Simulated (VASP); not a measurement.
A run of VASP 6.6.1 is set up as follows.

The input INCAR:

```
ALGO = Normal
DIPOL = 0.5 0.5 0.500
EDIFF = 1E-6
EDIFFG = -0.02
ENCUT = 520
GGA = PS
IBRION = 2
IDIPOL = 3
ISIF = 2
ISMEAR = 0
LASPH = True
LCHARG = False
LDIPOL = True
LREAL = False
LWAVE = False
NELM = 80
NSW = 80
PREC = Accurate
SIGMA = 0.03
```

File KPOINTS:

```
k-points
0
Gamma
  6 6 1
```

Contents of POSCAR:

```
PbSe
1.0
    4.3161656500      0.0000000000      0.0000000000
    0.0000000000      4.3161656500      0.0000000000
    0.0000000000      0.0000000000     18.0519900000
Pb Se
2 2
Direct
    0.5000000000      0.5000000000      0.4154666600
    0.0000000000      0.0000000000      0.5845333400
    0.0000000000      0.0000000000      0.4154666600
    0.5000000000      0.5000000000      0.5845333400
```

Potentials or basis: VASP PAW PBE potentials, release 64 (Pb_d, Se).

Command:

```console
$ cat potpaw_PBE.64/Pb_d/POTCAR potpaw_PBE.64/Se/POTCAR > POTCAR
$ mpirun -np 1 vasp_std > vasp.out
```

Predict the energy gained by relaxing.

50.5 meV/atom.

Predict the band gap on the k mesh.

1.64 eV, direct.

Step by step:
```csv
step,energy change (eV),largest force (eV/Å),pressure (GPa)
1,0.0000,0.7272,-0.91
2,-0.0740,0.6297,-0.74
3,-0.2011,0.0686,-0.01
4,-0.2016,0.0401,0.09
5,-0.2019,0.0113,0.05
```

Caveat: the PAW data sets were made with another functional, which shifts forces and pressure a little; spin-orbit coupling is left out, which as a rule narrows the gap of such compounds by several tenths of an eV.
